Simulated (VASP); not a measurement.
A run of VASP 6.6.1 is set up as follows.

File POSCAR:

```
Si                                      
1.0
    0.0000000000      2.7178477094      2.7178477094
    2.7178477094      0.0000000000      2.7178477094
    2.7178477094      2.7178477094      0.0000000000
  Si            
     2
Direct
     0.7500000000000000    0.7500000000000000    0.7500000000000000
     0.5000000000000000    0.5000000000000000    0.5000000000000000
```

File INCAR.step1:

```
SYSTEM = Si
PREC     = Accurate       ! precision mode
ENCUT    = 500            ! plane-wave cutoff, eV
EDIFF    = 1E-8           ! SCF threshold, eV
ISMEAR   = 0              ! smearing method
SIGMA    = 0.01           ! smearing width, eV
LREAL    = .False.        ! projectors in reciprocal space
LASPH    = .True.         ! aspherical terms in the spheres
NELM     = 80             ! most SCF steps
ALGO     = Normal         ! electronic algorithm
LWAVE    = .True.         ! write WAVECAR
LCHARG   = .False.        ! write CHGCAR
GGA      = PE             ! functional
KPAR     = 4
```

The input INCAR.step2:

```
SYSTEM = Si
PREC     = Accurate       ! precision mode
ENCUT    = 500            ! plane-wave cutoff, eV
EDIFF    = 1E-8           ! SCF threshold, eV
ISMEAR   = 0              ! smearing method
SIGMA    = 0.01           ! smearing width, eV
LREAL    = .False.        ! projectors in reciprocal space
LASPH    = .True.         ! aspherical terms in the spheres
NELM     = 1              ! most SCF steps
ALGO     = Exact          ! electronic algorithm
LWAVE    = .True.         ! write WAVECAR
LCHARG   = .False.        ! write CHGCAR
GGA      = PE             ! functional
KPAR     = 4            
NBANDS   = 153            ! bands
LOPTICS  = .True.         ! frequency-dependent dielectric function
ISTART   = 1
```

Contents of INCAR.step3:

```
SYSTEM = Si
PREC     = Accurate       ! precision mode
ENCUT    = 500            ! plane-wave cutoff, eV
EDIFF    = 1E-8           ! SCF threshold, eV
ISMEAR   = 0              ! smearing method
SIGMA    = 0.01           ! smearing width, eV
LREAL    = .False.        ! projectors in reciprocal space
LASPH    = .True.         ! aspherical terms in the spheres
ALGO     = EVGW0          ! electronic algorithm
LWAVE    = .False.        ! write WAVECAR
LCHARG   = .False.        ! write CHGCAR
GGA      = PE             ! functional
KPAR     = 4            
NELMGW   = 1            
NBANDS   = 153            ! bands
ENCUTGW  = 150            ! cutoff of the response function
NOMEGA   = 48             ! frequency points
PRECFOCK = Fast         
ISTART   = 1            
NBANDSGW = 12
```

The input KPOINTS:

```
Automatic mesh
0
Gamma
  6 6 6
  0 0 0
```

Potentials or basis: VASP PAW PBE potentials, release 64 (Si_GW).

The run is started by

```sh
$ cat potpaw_PBE.64/Si_GW/POTCAR > POTCAR
$ cp INCAR.step1 INCAR
$ mpirun -np 4 vasp_std > vasp.out
$ cp INCAR.step2 INCAR
$ mpirun -np 4 vasp_std > vasp.out
$ cp INCAR.step3 INCAR
$ mpirun -np 4 vasp_std > vasp.out
```

Task: Predict the quasiparticle gap.

Result: 1.22 eV.

Task: Predict the least direct quasiparticle gap.

Result: 3.21 eV.

Task: Estimate the band gap on the k mesh, mean-field level.

Result: 0.71 eV, indirect (least direct gap 2.56 eV).

Caveat: bands, screening cutoff and mesh are small and nothing is extrapolated, so the quasiparticle values aren't converged. A k mesh can miss the band edges.
